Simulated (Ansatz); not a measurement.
## Sc: strain and displacement

```
CELL_PARAMETERS angstrom
0.00000 2.27050 2.27050
2.27050 0.00000 2.27050
2.27050 2.27050 0.00000
ATOMIC_POSITIONS crystal
Sc 0.00000 0.00000 0.00000
```

The cell is COD entry 9008483, as deposited and not checked against the literature; nothing was relaxed.

Spin polarisation is left out, and whether a magnetic state lies lower isn't shown here.

Level of theory: DFT, PBE, all-electron LAPW, scalar-relativistic in Ansatz 0.2.0.

The runs use a Γ-centred 12×12×12 k mesh, Fermi–Dirac smearing of 0.03 eV, basis error target 0.25 meV/atom, no spin polarisation.

The unchanged cell is at 2.95 GPa.

In a metal, stresses and small energies carry noise from the k mesh.

x, y and z are the Cartesian axes of the cell as listed; fractional coordinates follow a strain, and an engineering shear is twice the off-diagonal strain component.

Q: With this change (z strained by -1.5 % at fixed volume), what becomes of the energy and stress?

A: Energy change under 1 meV/atom; stress change (xx, yy, zz, yz, xz, xy) -0.23, -0.23, 0.45, 0.00, 0.00, 0.00 GPa, compression positive.

Q: With this change (z strained by -1 % at fixed volume), what becomes of the energy and stress?

A: Energy change under 1 meV/atom; stress change (xx, yy, zz, yz, xz, xy) -0.16, -0.16, 0.31, 0.00, 0.00, 0.00 GPa, compression positive.
